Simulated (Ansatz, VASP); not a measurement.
**Two plane-wave programs on Na**

```xyz
1
Lattice="3.6326 0.0000 0.0000 -1.2109 3.4249 0.0000 -1.2109 -1.7124 2.9660" Properties=species:S:1:pos:R:3 pbc="T T T"
Na    0.0000    0.0000    0.0000
```

Alike in both runs: task single point; functional PBE; k mesh 9 × 9 × 9; occupations methfessel-paxton of order 1, width 0.1 eV; no spin polarisation.

|  | VASP | Ansatz |
| --- | --- | --- |
| version | VASP 6.6.1 | Ansatz 0.2.0 |
| potentials or method | VASP PAW PBE potentials, release 64 (Na_pv) | Ansatz PAW |
| plane-wave cutoff (eV) | 520 | 420 |
| valence electrons in the cell | 7 | 9 |

|  | VASP | Ansatz | Ansatz less VASP |
| --- | --- | --- | --- |
| gap on the k mesh at the Fermi level (eV) | none | none | - |
| pressure (GPa) | -0.1 | 0.0 | +0.10 |

A gap of «none» marks a metal or a gap that the smearing closes. The functional is the same, so the differences come from potentials, cutoffs and numerics. The two sets of potentials don't hold the same shells in valence.
